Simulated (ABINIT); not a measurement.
Crystal: HgSe.

```xyz
2
Lattice="0.0000 3.0390 3.0390 3.0390 0.0000 3.0390 3.0390 3.0390 0.0000" Properties=species:S:1:pos:R:3 pbc="T T T"
Hg    0.0000    0.0000    0.0000
Se    4.5585    4.5585    4.5585
```

Program: ABINIT 10.8.3 (patched build). Alike in all runs: task single point; level PBE0; potentials or basis SG15 NC PBE v1.2; no spin polarisation; cell as given; k mesh 3 × 3 × 3; cutoff (eV) 707; smearing fermi-dirac 0.05 eV; the mesh is coarse, so values aren't converged.

**Question.** Order these runs on this cell by their band gap on the k mesh, lowest first.
A. share of exact exchange 0.15
B. share of exact exchange 0.5
C. share of exact exchange 0.05

**Answer.** C (metal), A (0.45 eV), B (2.12 eV).

Caveats: all runs use coarse meshes; exact exchange is summed on a coarse mesh, which widens gaps by tenths of an eV; spin-orbit coupling is left out, which moves the levels of the heavy elements (some runs).

Runs at the PBE level aren't shown here.
